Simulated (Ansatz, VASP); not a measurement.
Two plane-wave programs on BiS

File INCAR:

```
PREC = Accurate
ENCUT = 520
EDIFF = 1E-6
ISMEAR = 0
SIGMA = 0.05
LREAL = F
LASPH = T
NELM = 100
ALGO = Normal
ISIF = 2
LWAVE = F
LCHARG = T
GGA = PE
LELF = T
LVHAR = T
NBANDS = 18
```

The input KPOINTS:

```
Automatic mesh
0
Gamma
  10 10 10
```

The input POSCAR:

```
BiS
1.0
    3.5798271504      0.0000000000      0.0000000000
    0.0000000000      3.5798271504      0.0000000000
    0.0000000000      0.0000000000      3.5798271504
Bi S
1 1
Direct
    0.0000000000      0.0000000000      0.0223474477
    0.5000000000      0.5000000000      0.5000000000
```

Input for Ansatz:

```yaml
crystal:
  lattice:
    - [3.5798271504, 0.0, 0.0]
    - [0.0, 3.5798271504, 0.0]
    - [0.0, 0.0, 3.5798271504]
  atoms:
    - { symbol: Bi, position: [0.0, 0.0, 0.0223474477] }
    - { symbol: S, position: [0.5, 0.5, 0.5] }
basis:
  ecutwfc: 420
  ecutrho_ratio: 4
kpoints:
  mp_grid: { grid: [10, 10, 10] }
hamiltonian:
  xc: pbe
scf:
  occupations: { method: gaussian, width: 0.05 }
output:
  forces: true
  stress: true
  eigenvalues: true
  write_density: true
  write_potential: true
  elf: true
  volumetric_format: npy
```

Alike in both runs: task single point; functional PBE; k mesh 10 × 10 × 10; occupations gaussian, width 0.05 eV; no spin polarisation.

|  | VASP | Ansatz |
| --- | --- | --- |
| version | VASP 6.6.1 | Ansatz 0.2.0 |
| potentials or method | VASP PAW PBE potentials, release 64 (Bi_d, S) | scalar-relativistic, plane waves, PAW |
| plane-wave cutoff (eV) | 520 | 420 |
| valence electrons in the cell | 21 | 21 |

```csv
,VASP,Ansatz,Ansatz less VASP
gap on the k mesh at the Fermi level (eV),none,none,-
pressure (GPa),0.0,0.1,+0.08
```

A gap of «none» marks a metal or a gap that the smearing closes. The functional is the same, so the differences come from potentials, cutoffs and numerics.

Caveats: spin-orbit coupling is left out, which moves the levels of the heavy elements.
